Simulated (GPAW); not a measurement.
# GaN: equation of state with optB88-vdW

The system is GaN.

```
Ga N
1.0
     0.00000    2.25350    2.25350
     2.25350    0.00000    2.25350
     2.25350    2.25350    0.00000
Ga N
1 1
Direct
  0.00000 0.00000 0.00000
  0.75000 0.75000 0.75000
```

The cell is a database's computed one.

| Property | Result |
| --- | --- |
| Program | GPAW 26.7.0 |
| Task | equation of state |
| Functional | optB88-vdW |
| Potentials or basis | GPAW PAW data sets (gpaw-data 1.2.1) |
| Cutoff | 800 eV |
| Basis | pw |
| k mesh | 10 × 10 × 10 |
| Occupations | fermi-dirac, width 0.05 eV |
| Spin | no spin polarisation |

| Property | Result |
| --- | --- |
| Equilibrium volume | 12.15 Å³/atom (rough: see the caveat) |
| Bulk modulus | 179 GPa (rough) |

Energy against volume, from the lowest point:
```tsv
volume (Å³/atom)	energy (meV/atom)
10.757	113.87
10.986	76.20
11.215	47.23
11.444	25.92
11.673	11.47
11.902	2.74
12.131	0.00
```

It took 98 s on 1 thread of Arm Neoverse V1 (shared host), peak memory 0.2 GiB.

Caveat: the data sets keep Ga 3d, Li 1s and Be 1s frozen, and some such compounds lay over 1.5 % in volume off other programs; the minimum lies outside the volumes run; the PAW data sets were made with another functional, which shifts forces and pressure a little.
